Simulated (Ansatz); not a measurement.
# TiAl3 (Pmm2) in Ansatz: further runs

The runs below take TiAl3 through band structure, with PBEsol.

Everything below comes from runs of Ansatz 0.2.0. Logs are shortened: lines on timing, memory, paths and dates and some standing lists are left out, and cuts for length are marked.

### Step 1. The crystal as given

The structure is orthorhombic, space group Pmm2 (No. 25). Conventional cell: a = 2.840 Å, b = 4.681 Å, c = 4.901 Å, α = 90.00°, β = 90.00°, γ = 90.00°. Ti (site symmetry mm2) is surrounded by 10 Al at 2.83 to 2.85 Å and 2 Ti at 2.84 Å. Al (site symmetry mm2) is surrounded by 10 Al at 2.81 to 2.86 Å and 2 Ti at 2.85 Å. Al (site symmetry mm2) has 8 Al at 2.81 to 2.86 Å and 4 Ti at 2.85 Å as nearest neighbours. Al (site symmetry mm2) has 4 Ti at 2.83 to 2.84 Å and 8 Al at 2.84 to 2.86 Å as nearest neighbours.

The cell comes from a database or a generator and needn't be the stable form of this composition.

### Step 2. Band structure, PBEsol

Input file input.yaml:

```yaml
crystal:
  lattice:
    - [2.839677, 0.0, 0.0]
    - [0.0, 4.681264, 0.0]
    - [0.0, 0.0, 4.900742]
  atoms:
    - { symbol: Ti, position: [0.0, 0.5, 0.165916] }
    - { symbol: Al, position: [0.0, 0.0, 0.8359] }
    - { symbol: Al, position: [0.5, 0.0, 0.330912] }
    - { symbol: Al, position: [0.5, 0.5, 0.667271] }
kpoints:
  mp_grid: { grid: [9, 6, 6] }
  band_path:
    path:
      - [0.0, 0.0, 0.0]
      - [0.5, 0.0, 0.0]
      - [0.5, 0.5, 0.0]
      - [0.0, 0.5, 0.0]
      - [0.0, 0.0, 0.0]
      - [0.0, 0.0, 0.5]
      - [0.5, 0.0, 0.5]
      - [0.5, 0.5, 0.5]
    npoints: 8
scf:
  occupations: { method: fermi_dirac, width: 0.05 }
hamiltonian:
  xc: pbesol
  pseudopotentials: { kind: all_electron, lapw: { basis_error: 0.002 } }
output:
  forces: true
  stress: true
  eigenvalues: true
```

Potentials or basis: all-electron LAPW, scalar-relativistic.

On the command line:

```bash
ansatz run input.yaml --threads 2 --pin off --max-ram 8192MiB --backend cpu --events-out ev --progress --plain --runs-dir out
```

Standard output:

```text
Warning: RAYON_NUM_THREADS=2 ignored (pool sized by the plan → 2); use --threads N
LAPW: plane waves up to 7.461 Å⁻¹, error target 2.0e-3 eV per atom; small_component_spin mean_spin; Al in spheres of 1.405 Å, 11 of its electrons in bands, Dirac shells []; Ti in spheres of 1.420 Å, 12 of its electrons in bands, Dirac shells [] (how accurate: hamiltonian.pseudopotentials.lapw.basis_error, Limitations)
Engine: ansatz 0.2.0, aarch64-unknown-linux-gnu
Pseudopotentials: kind: all_electron
Pseudopotential: Ti, LAPW, valence charge 12, lapw/all_electron/scalar/gaussian/Ti, Koelling and Harmon's equation, gaussian nucleus
Pseudopotential: Al, LAPW, valence charge 11, lapw/all_electron/scalar/gaussian/Al, Koelling and Harmon's equation, gaussian nucleus
Functional definition: PBEsol
  exchange = pbesol_x
  correlation = pbesol_c
Crystal: 4 atoms, lattice volume = 65.147 Å³
Basis set: ecut = 212.07650321376133 eV, 467 PW (Γ), exchange–correlation at level 2
Bands: 27, of which v1, the nominal top of the filled ones, is band 23 counted from 1 (22 counted from 0)
Symmetry: 4 space group operations
Space group: Pmm2 (ITA 25), of the structure as read, at distance tolerance 4.0e-5 Å
k-points: 80 of 324 (time reversal used)
Non-local potential: Ti, projectors of the file, none
Non-local potential: Al, projectors of the file, none
Initial density: superposition of atomic densities (chi_scale 0.1, normalization cell, long waves kept (reshape's long-wave potential 0.00 eV rms))
Initial wavefunctions: plane waves of lowest kinetic energy (no species holds an atomic orbital)
Functional: x = pbesol(κ = 0.804, μ = 0.12345679012345678), c = pbesol(β = 0.046)
iter 1 solved again at ethr=3.20e-3 eV; its pass at ethr=1.00e-1 eV (dr2=1.44e0 eV) is discarded
SCF iter   1: F=—  HF=-42992.726020 eV  |F-HF|=—  |Δ(HF+E_count)|=         —  Δρ=2.48e-2  dr2=1.44e0  ethr=3.20e-3  ⟨swp⟩=2.0  Hψ=15132  notcnv=0
preconditioner: auto → Kerker (q_TF=auto, 2.565 Å⁻¹)  [metal: Δε(μ)=0.005 eV  Ē_g=5.259 eV  σ=0.050 eV  W_gap=0.02  n_scr=16 (ndim 8)  ℏωp=16.6 eV  f_vac=0.000  D(μ)=2.25/eV (n_scr^D=10)]
SCF iter   2: F=—  HF=-42992.412739 eV  |F-HF|=—  |Δ(HF+E_count)|=   3.13e-1  Δρ=1.36e-2  dr2=3.34e-1  ethr=3.20e-3  ⟨swp⟩=2.0  Hψ=6722  notcnv=0  defer=1
SCF iter   3: F=—  HF=-42992.360012 eV  |F-HF|=—  |Δ(HF+E_count)|=   5.27e-2  Δρ=1.21e-2  dr2=4.26e-1  ethr=7.43e-4  ⟨swp⟩=2.5  Hψ=6770  notcnv=0
iter 4 solved again at ethr=2.35e-5 eV; its pass at ethr=7.43e-4 eV (dr2=1.06e-2 eV) is discarded
SCF iter   4: F=—  HF=-42992.288903 eV  |F-HF|=—  |Δ(HF+E_count)|=   7.11e-2  Δρ=3.70e-3  dr2=1.06e-2  ethr=2.35e-5  ⟨swp⟩=2.0  Hψ=11300  notcnv=0
SCF iter   5: F=—  HF=-42992.281711 eV  |F-HF|=—  |Δ(HF+E_count)|=         —  Δρ=1.02e-3  dr2=1.55e-3  ethr=2.35e-5  ⟨swp⟩=2.7  Hψ=6532  notcnv=0
the basis was enlarged: its passes take 215.0 KiB over the memory plan, 2 of 2 planned eigensolver slots
SCF iter   6: F=—  HF=-42992.280937 eV  |F-HF|=—  |Δ(HF+E_count)|=   7.74e-4  Δρ=4.01e-4  dr2=3.57e-4  ethr=3.43e-6  ⟨swp⟩=2.1  Hψ=6410  notcnv=0
SCF iter   7: F=—  HF=-42992.280875 eV  |F-HF|=—  |Δ(HF+E_count)|=   6.19e-5  Δρ=8.32e-5  dr2=5.42e-6  ethr=7.94e-7  ⟨swp⟩=2.0  Hψ=6404  notcnv=0
SCF iter   8: F=—  HF=-42992.280875 eV  |F-HF|=—  |Δ(HF+E_count)|=   3.03e-7  Δρ=3.65e-5  dr2=1.66e-6  ethr=1.20e-8  ⟨swp⟩=2.3  Hψ=6442  notcnv=0
SCF iter   9: F=—  HF=-42992.280874 eV  |F-HF|=—  |Δ(HF+E_count)|=   2.63e-7  Δρ=1.44e-5  dr2=3.54e-7  ethr=3.70e-9  ⟨swp⟩=2.1  Hψ=6410  notcnv=0
SCF iter  10: F=-42992.280874 eV  HF=-42992.280874 eV  |F-HF|=3.94e-8  |Δ(HF+E_count)|=   8.06e-8  Δρ=4.61e-6  dr2=3.48e-8  ethr=7.87e-10  ⟨swp⟩=2.0  Hψ=6403  notcnv=0
SCF 1 converged in 10 iterations: F = -42992.280874 eV  dr2 = 3.48e-8
NSCF: frozen V_eff on 57 k-points
SCF converged after 10 iterations
Free energy (F): -42992.280874 eV
Harris-Foulkes:  -42992.280874 eV  (|F-HF|=3.94e-8)
Internal energy: -42992.258920 eV  (E = F + TS)
E sigma→0 (E₀):  -42992.269897 eV
Entropy (-TS):   -0.021954 eV (-5.488 meV/atom)
Fermi energy:    10.804046 eV
--- Per-component energies (eV) ---
  E_band       = -1637.018913
  E_kinetic    = 43245.950900
  E_xc         = -2603.887789
  E_electrostatic = -83634.322032  (all electrons and nuclei)
  E_smearing   = -0.021954  (= −TS)
  E_closure    = 0.000000  (closes the sum)
  E_atoms      = -42971.821526  (free atoms, spherical and without spin; not in F)
  Σ components = -42992.280874   (vs F -42992.280874, Δ=0.00e0)
  Basis errors (estimates in eV, not in F): energy 1.5e-4 per atom: plane waves 5.4e-5 (4.1e-5 summed), levels above the bands 1.3e-25, relativity 7.9e-9, radial functions 1.0e-4, core shells 4.3e-8; eigenvalues (radial functions only) 3.2e-6; not estimated: angular momenta, meshes, grids; target (lapw.basis_error) 2.0e-3; muffin-tin radii Al 1.405 Å, Ti 1.420 Å
--- Forces (eV/Å), atoms counted from 1 ---
  atom   1  Ti     0.00000000     0.00000000    -0.04074797
  atom   2  Al     0.00000000     0.00000000     0.04869342
  atom   3  Al     0.00000000     0.00000000     0.00500807
  atom   4  Al     0.00000000     0.00000000    -0.01294779
  max |Σ_I F_I| component: 5.73e-6 eV/Å
--- Stress (GPa, compression-positive) ---
       -4.479171       0.000000       0.000000
        0.000000      -1.263178       0.000000
        0.000000       0.000000      -1.525834
  P = ⅓ Tr σ = -2.4227 GPa (-24.227 kbar)
--- Band table (eV; the first three rows and the last of 80) ---
  k-point 0: bands = ["-91.9352", "-91.6357", "-91.6012", "-53.6212", "-53.6141", "-53.6062", "-53.3504", "-53.3110", "-53.2985", "-53.2880", "-53.2739", "-53.2417", "-45.4397", "-21.8769", "-21.8733", "-21.5109", "0.6863", "5.7414", "6.9843", "7.3268", "8.1773", "10.0375", "10.4392", "13.1516", "13.2203", "13.5156", "13.6031"]
  k-point 1: bands = ["-91.9352", "-91.6357", "-91.6012", "-53.6212", "-53.6141", "-53.6062", "-53.3504", "-53.3110", "-53.2986", "-53.2880", "-53.2739", "-53.2417", "-45.4396", "-21.8768", "-21.8740", "-21.5109", "0.8544", "4.8491", "7.2305", "7.3487", "9.0713", "9.9692", "10.3131", "12.8430", "13.1225", "13.2234", "13.4317"]
  k-point 2: bands = ["-91.9352", "-91.6357", "-91.6012", "-53.6212", "-53.6139", "-53.6062", "-53.3504", "-53.3110", "-53.2987", "-53.2880", "-53.2739", "-53.2417", "-45.4396", "-21.8768", "-21.8752", "-21.5110", "1.3323", "3.5707", "7.3953", "7.7947", "9.5530", "9.8310", "10.2994", "13.0607", "13.0667", "13.1821", "13.2297"]
  k-point 79: bands = ["-91.9342", "-91.6347", "-91.6002", "-53.6338", "-53.6129", "-53.6050", "-53.3495", "-53.3235", "-53.3005", "-53.2974", "-53.2732", "-53.2405", "-45.3867", "-21.9432", "-21.8274", "-21.8215", "6.4657", "6.7044", "6.7096", "8.3994", "8.4417", "8.5135", "9.5807", "11.0148", "11.8072", "12.8622", "13.2515"]
```

It took 31 s on 2 threads of Arm Neoverse V2, shared host; peak memory 0.43 GiB.

What came out:

```
Free energy             : -42992.2809 eV
Pressure                : -2.4 GPa
Largest force           : 0.049 eV/Å
Band gap along the path : none (metal or under the smearing width)
```

Forces in eV/Å, atoms in the order of the input:
```
Ti   0.000  0.000 -0.041
Al   0.000  0.000  0.049
Al   0.000  0.000  0.005
Al   0.000  0.000 -0.013
```

Stress tensor (GPa, compression positive):
```
-4.48  0.00  0.00
 0.00 -1.26  0.00
 0.00  0.00 -1.53
```

Levels at the corners of the path, in eV from the Fermi level:
| point | band 21 | band 22 | band 23 | band 24 | band 25 | band 26 |
| --- | --- | --- | --- | --- | --- | --- |
| Γ | -2.63 | -0.77 | -0.36 | 2.35 | 2.42 | 2.71 |
| X | -1.73 | 0.37 | 0.60 | 0.75 | 1.38 | 1.53 |
| S | -1.67 | -0.47 | -0.31 | 0.79 | 1.15 | 1.33 |
| Y | -2.00 | -1.47 | -0.13 | 2.26 | 2.36 | 2.68 |
| Γ | -2.63 | -0.77 | -0.36 | 2.35 | 2.42 | 2.71 |
| Z | -2.09 | -1.04 | -0.27 | 2.24 | 2.28 | 2.43 |
| U | -1.30 | -0.18 | -0.11 | 0.58 | 1.21 | 1.95 |
| R | -2.77 | -2.75 | -0.78 | -0.20 | 1.04 | 2.08 |

### Step 3. Band structure, PBEsol

input.yaml, as its differences from that of step 2:

```diff
@@ -27,3 +27,6 @@
   xc: pbesol
-  pseudopotentials: { kind: all_electron, lapw: { basis_error: 0.002 } }
+  pseudopotentials:
+    kind: all_electron
+    lapw: { basis_error: 0.002 }
+    relativity: none
 output:
```

Potentials or basis: all-electron LAPW, non-relativistic.

On the command line:

```bash
ansatz run input.yaml --threads 2 --pin off --max-ram 8192MiB --backend cpu --events-out ev --progress --plain --runs-dir out
```

Standard output:

```text
Warning: RAYON_NUM_THREADS=2 ignored (pool sized by the plan → 2); use --threads N
LAPW: plane waves up to 7.472 Å⁻¹, error target 2.0e-3 eV per atom; Al in spheres of 1.405 Å, 11 of its electrons in bands, Dirac shells []; Ti in spheres of 1.420 Å, 12 of its electrons in bands, Dirac shells [] (how accurate: hamiltonian.pseudopotentials.lapw.basis_error, Limitations)
Engine: ansatz 0.2.0, aarch64-unknown-linux-gnu
Pseudopotentials: kind: all_electron
Pseudopotential: Ti, LAPW, valence charge 12, lapw/all_electron/none/Ti, Schrödinger's equation, point nucleus
Pseudopotential: Al, LAPW, valence charge 11, lapw/all_electron/none/Al, Schrödinger's equation, point nucleus
Functional definition: PBEsol
  exchange = pbesol_x
  correlation = pbesol_c
Crystal: 4 atoms, lattice volume = 65.147 Å³
Basis set: ecut = 212.70155222172602 eV, 467 PW (Γ), exchange–correlation at level 2
Bands: 27, of which v1, the nominal top of the filled ones, is band 23 counted from 1 (22 counted from 0)
Symmetry: 4 space group operations
Space group: Pmm2 (ITA 25), of the structure as read, at distance tolerance 4.0e-5 Å
k-points: 80 of 324 (time reversal used)
Non-local potential: Ti, projectors of the file, none
Non-local potential: Al, projectors of the file, none
Initial density: superposition of atomic densities (chi_scale 0.1, normalization cell, long waves kept (reshape's long-wave potential 0.00 eV rms))
Initial wavefunctions: plane waves of lowest kinetic energy (no species holds an atomic orbital)
Functional: x = pbesol(κ = 0.804, μ = 0.12345679012345678), c = pbesol(β = 0.046)
iter 1 solved again at ethr=3.90e-3 eV; its pass at ethr=1.00e-1 eV (dr2=1.75e0 eV) is discarded
SCF iter   1: F=—  HF=-42833.929310 eV  |F-HF|=—  |Δ(HF+E_count)|=         —  Δρ=2.65e-2  dr2=1.76e0  ethr=3.90e-3  ⟨swp⟩=2.0  Hψ=15132  notcnv=0
preconditioner: auto → Kerker (q_TF=auto, 2.565 Å⁻¹)  [metal: Δε(μ)=0.013 eV  Ē_g=5.206 eV  σ=0.050 eV  W_gap=0.06  n_scr=16 (ndim 8)  ℏωp=16.6 eV  f_vac=0.000  D(μ)=2.25/eV (n_scr^D=10)]
SCF iter   2: F=—  HF=-42833.588466 eV  |F-HF|=—  |Δ(HF+E_count)|=   3.41e-1  Δρ=1.33e-2  dr2=2.63e-1  ethr=3.90e-3  ⟨swp⟩=2.0  Hψ=6724  notcnv=0
SCF iter   3: F=—  HF=-42833.571296 eV  |F-HF|=—  |Δ(HF+E_count)|=   1.72e-2  Δρ=1.57e-2  dr2=7.26e-1  ethr=5.84e-4  ⟨swp⟩=2.9  Hψ=6943  notcnv=0  recentre
iter 4 solved again at ethr=2.59e-5 eV; its pass at ethr=5.84e-4 eV (dr2=1.17e-2 eV) is discarded
SCF iter   4: F=—  HF=-42833.448593 eV  |F-HF|=—  |Δ(HF+E_count)|=   1.23e-1  Δρ=3.83e-3  dr2=1.16e-2  ethr=2.59e-5  ⟨swp⟩=2.0  Hψ=11396  notcnv=0
SCF iter   5: F=—  HF=-42833.440998 eV  |F-HF|=—  |Δ(HF+E_count)|=         —  Δρ=1.39e-3  dr2=5.03e-3  ethr=2.57e-5  ⟨swp⟩=3.0  Hψ=6932  notcnv=0
the basis was enlarged: its passes take 186.5 KiB over the memory plan, 2 of 2 planned eigensolver slots
SCF iter   6: F=—  HF=-42833.439956 eV  |F-HF|=—  |Δ(HF+E_count)|=   1.04e-3  Δρ=4.24e-4  dr2=3.99e-4  ethr=1.12e-5  ⟨swp⟩=2.0  Hψ=6402  notcnv=0
SCF iter   7: F=—  HF=-42833.439882 eV  |F-HF|=—  |Δ(HF+E_count)|=   7.44e-5  Δρ=1.07e-4  dr2=9.98e-6  ethr=8.86e-7  ⟨swp⟩=2.0  Hψ=6405  notcnv=0
SCF iter   8: F=—  HF=-42833.439881 eV  |F-HF|=—  |Δ(HF+E_count)|=   8.99e-7  Δρ=2.70e-5  dr2=8.13e-7  ethr=2.22e-8  ⟨swp⟩=2.1  Hψ=6408  notcnv=0
SCF iter   9: F=-42833.439881 eV  HF=-42833.439881 eV  |F-HF|=9.10e-8  |Δ(HF+E_count)|=   1.22e-7  Δρ=6.52e-6  dr2=7.07e-8  ethr=1.81e-9  ⟨swp⟩=2.0  Hψ=6402  notcnv=0
SCF 1 converged in 9 iterations: F = -42833.439881 eV  dr2 = 7.07e-8
NSCF: frozen V_eff on 57 k-points
SCF converged after 9 iterations
Free energy (F): -42833.439881 eV
Harris-Foulkes:  -42833.439881 eV  (|F-HF|=9.10e-8)
Internal energy: -42833.417801 eV  (E = F + TS)
E sigma→0 (E₀):  -42833.428841 eV
Entropy (-TS):   -0.022080 eV (-5.520 meV/atom)
Fermi energy:    10.803375 eV
--- Per-component energies (eV) ---
  E_band       = -1631.274803
  E_kinetic    = 42766.667865
  E_xc         = -2593.549452
  E_electrostatic = -83006.536214  (all electrons and nuclei)
  E_smearing   = -0.022080  (= −TS)
  E_closure    = 0.000000  (closes the sum)
  E_atoms      = -42812.877755  (free atoms, spherical and without spin; not in F)
  Σ components = -42833.439881   (vs F -42833.439881, Δ=0.00e0)
  Basis errors (estimates in eV, not in F): energy 1.5e-4 per atom: plane waves 5.3e-5 (4.0e-5 summed), levels above the bands 1.6e-25, relativity 0.0e0, radial functions 9.8e-5, core shells 4.5e-8; eigenvalues (radial functions only) 3.2e-6; not estimated: angular momenta, meshes, grids; target (lapw.basis_error) 2.0e-3; muffin-tin radii Al 1.405 Å, Ti 1.420 Å
--- Forces (eV/Å), atoms counted from 1 ---
  atom   1  Ti     0.00000000     0.00000000    -0.03719628
  atom   2  Al     0.00000000     0.00000000     0.05323352
  atom   3  Al     0.00000000     0.00000000     0.00437425
  atom   4  Al     0.00000000     0.00000000    -0.02039506
  max |Σ_I F_I| component: 1.64e-5 eV/Å
--- Stress (GPa, compression-positive) ---
       -4.299104       0.000000       0.000000
        0.000000      -1.160119       0.000000
        0.000000       0.000000      -1.366098
  P = ⅓ Tr σ = -2.2751 GPa (-22.751 kbar)
--- Band table (eV; the first three rows and the last of 80) ---
  k-point 0: bands = ["-91.4864", "-91.1777", "-91.1439", "-53.6596", "-53.6527", "-53.6447", "-53.3794", "-53.3404", "-53.3283", "-53.3179", "-53.3031", "-53.2715", "-44.4600", "-21.6511", "-21.6485", "-21.2828", "0.7297", "5.7660", "7.0129", "7.3368", "8.2400", "10.0346", "10.4367", "13.1209", "13.1894", "13.5378", "13.6255"]
  k-point 1: bands = ["-91.4864", "-91.1777", "-91.1439", "-53.6596", "-53.6526", "-53.6447", "-53.3794", "-53.3404", "-53.3283", "-53.3179", "-53.3031", "-53.2715", "-44.4600", "-21.6511", "-21.6491", "-21.2828", "0.8967", "4.8818", "7.2704", "7.3566", "9.1090", "9.9742", "10.3198", "12.8586", "13.0924", "13.1925", "13.4383"]
  k-point 2: bands = ["-91.4864", "-91.1777", "-91.1439", "-53.6596", "-53.6525", "-53.6447", "-53.3794", "-53.3404", "-53.3285", "-53.3179", "-53.3031", "-53.2715", "-44.4599", "-21.6511", "-21.6504", "-21.2828", "1.3701", "3.6138", "7.3983", "7.8364", "9.5770", "9.8514", "10.3104", "13.0377", "13.0817", "13.1668", "13.1988"]
  k-point 79: bands = ["-91.4853", "-91.1766", "-91.1428", "-53.6722", "-53.6515", "-53.6436", "-53.3785", "-53.3529", "-53.3304", "-53.3271", "-53.3024", "-53.2703", "-44.4032", "-21.7222", "-21.6007", "-21.5956", "6.4743", "6.7296", "6.7331", "8.4082", "8.4546", "8.5352", "9.6319", "11.0581", "11.7902", "12.8428", "13.2416"]
```

It took 29 s on 2 threads of Arm Neoverse V2, shared host; peak memory 0.43 GiB.

What came out:

| Item | Value |
| --- | --- |
| Free energy | -42833.4399 eV |
| Pressure | -2.3 GPa |
| Largest force | 0.053 eV/Å |
| Band gap along the path | none (metal or under the smearing width) |

Forces in eV/Å, atoms in the order of the input:
```
Ti   0.000  0.000 -0.037
Al   0.000  0.000  0.053
Al   0.000  0.000  0.004
Al   0.000  0.000 -0.020
```

Stress tensor (GPa, compression positive):
```
-4.30  0.00  0.00
 0.00 -1.16  0.00
 0.00  0.00 -1.37
```

Levels at the corners of the path, in eV from the Fermi level:
| point | band 21 | band 22 | band 23 | band 24 | band 25 | band 26 |
| --- | --- | --- | --- | --- | --- | --- |
| Γ | -2.56 | -0.77 | -0.37 | 2.32 | 2.39 | 2.73 |
| X | -1.73 | 0.40 | 0.59 | 0.76 | 1.39 | 1.56 |
| S | -1.66 | -0.47 | -0.31 | 0.79 | 1.15 | 1.34 |
| Y | -1.95 | -1.43 | -0.14 | 2.23 | 2.33 | 2.66 |
| Γ | -2.56 | -0.77 | -0.37 | 2.32 | 2.39 | 2.73 |
| Z | -2.05 | -1.01 | -0.28 | 2.21 | 2.26 | 2.40 |
| U | -1.30 | -0.19 | -0.11 | 0.58 | 1.21 | 1.97 |
| R | -2.76 | -2.72 | -0.74 | -0.13 | 1.03 | 2.06 |

(Part 1 of 2 ends here.)
